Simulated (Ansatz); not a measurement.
# Cu2O (Cuprite): the cost of one run

Method: DFT r²SCAN, scalar-relativistic, plane waves, PAW, in Ansatz 0.2.0.

The COD entry's cell or inner coordinates are ideal or old and differ from later refinements, so a difference from it is no clean test against experiment.

### Step 1. Starting point

The structure is cubic, space group Pn-3m (No. 224). The conventional cell has a = 4.246 Å, b = 4.246 Å, c = 4.246 Å, α = 90.00°, β = 90.00°, γ = 90.00°. Around Cu (site symmetry -3m) lie 2 O at 1.84 Å. O (site symmetry -43m) is surrounded by 4 Cu at 1.84 Å.

Coordinates:

```cif
data_structure
_symmetry_space_group_name_H-M 'Pn-3m:1'
_symmetry_Int_Tables_number 224
_cell_length_a 4.2457
_cell_length_b 4.2457
_cell_length_c 4.2457
_cell_angle_alpha 90.000
_cell_angle_beta 90.000
_cell_angle_gamma 90.000
_cell_volume 76.53
loop_
_atom_site_label
_atom_site_type_symbol
_atom_site_symmetry_multiplicity
_atom_site_Wyckoff_symbol
_atom_site_fract_x
_atom_site_fract_y
_atom_site_fract_z
_atom_site_occupancy
Cu1 Cu 4 b 0.25000 0.25000 0.25000 1
O1 O 2 a 0.00000 0.00000 0.00000 1
```

### Step 2. Bands and density of states at the final cell

Contents of input.yaml:

```yaml
crystal:
  lattice:
    - [4.2456701387, 0.0, 0.0]
    - [0.0, 4.2456701387, 0.0]
    - [0.0, 0.0, 4.2456701387]
  atoms:
    - { symbol: Cu, position: [0.25, 0.25, 0.25] }
    - { symbol: Cu, position: [0.25, 0.75, 0.75] }
    - { symbol: Cu, position: [0.75, 0.75, 0.25] }
    - { symbol: Cu, position: [0.75, 0.25, 0.75] }
    - { symbol: O, position: [0.0, 0.0, 0.0] }
    - { symbol: O, position: [0.5, 0.5, 0.5] }
basis:
  ecutwfc: 500
  ecutrho_ratio: 4
kpoints:
  mp_grid: { grid: [8, 8, 8] }
  band_path:
    path:
      - [[0.0, 0.0, 0.0], [0.0, 0.5, 0.0], [0.5, 0.5, 0.0], [0.0, 0.0, 0.0], [0.5, 0.5, 0.5], [0.0, 0.5, 0.0]]
      - [[0.5, 0.5, 0.5], [0.5, 0.5, 0.0]]
    npoints: 14
hamiltonian:
  xc: r2scan
scf:
  occupations: { method: gaussian, width: 0.05 }
  n_extra_bands: 26
output:
  forces: true
  stress: true
  eigenvalues: true
  populations: true
  dos: { projected: true, de: 0.02, nscf_kmesh: { grid: [12, 12, 12] } }
  bader: true
```

Launch:

```console
$ ansatz run input.yaml --threads 4 --pin off --max-ram 10240MiB --backend cpu --events-out ev --progress --plain --runs-dir out
```

What time and memory should one allow on 4 threads of Arm Neoverse V2, shared host?

About 27 s, with a peak of 0.73 GiB.
